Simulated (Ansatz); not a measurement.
PtS2:

```
CELL_PARAMETERS angstrom
3.54320 0.00000 0.00000
-1.77160 3.06850 0.00000
0.00000 0.00000 5.03880
ATOMIC_POSITIONS crystal
Pt 0.00000 0.00000 0.00000
S 0.66667 0.33333 0.77300
S 0.33333 0.66667 0.22700
```

```yaml
Program: Ansatz 0.2.0
Task: single point
Functional: PBEsol
Potentials_or_basis: all-electron LAPW, scalar-relativistic
Cutoff: 299 eV (chosen from the basis error)
Basis_error_allowed: 0.001 eV/atom
k_mesh: 9 × 9 × 5
Occupations: fermi-dirac, width 0.05 eV
Spin: no spin polarisation
```

On this cell: pressure 6.4 GPa; largest force 0.950 eV/Å; band gap on the k mesh 0.96 eV, indirect (least direct gap 1.00 eV).

The same run follows on a disturbed copy (atoms moved at random, drawn with an rms of 0.05 Å):

```xyz
3
Lattice="3.5432 0.0000 0.0000 -1.7716 3.0685 0.0000 0.0000 0.0000 5.0388" Properties=species:S:1:pos:R:3 pbc="T T T"
Pt    0.0095   -0.0200    0.0506
S     1.7774    1.0159    3.8884
S    -0.0024    2.0604    1.1809
```

Q: What does the disturbed cell give?

A: The energy moves by -4.7 meV/atom; pressure 4.6 GPa; largest force 1.101 eV/Å; band gap on the k mesh 0.83 eV, indirect (least direct gap 0.96 eV).

Forces on the atoms (eV/Å):
```
Pt  -0.163  0.464 -0.725
S    0.020 -0.087 -0.299
S    0.143 -0.377  1.025
```

Stress tensor (GPa, compression positive):
```
 5.49 -0.23  0.38
-0.23  4.38 -0.88
 0.38 -0.88  3.98
```

Caveats: spin-orbit coupling is left out, which moves the levels of the heavy elements; an odd mesh through Γ misses points on the zone boundary, where band edges often lie.
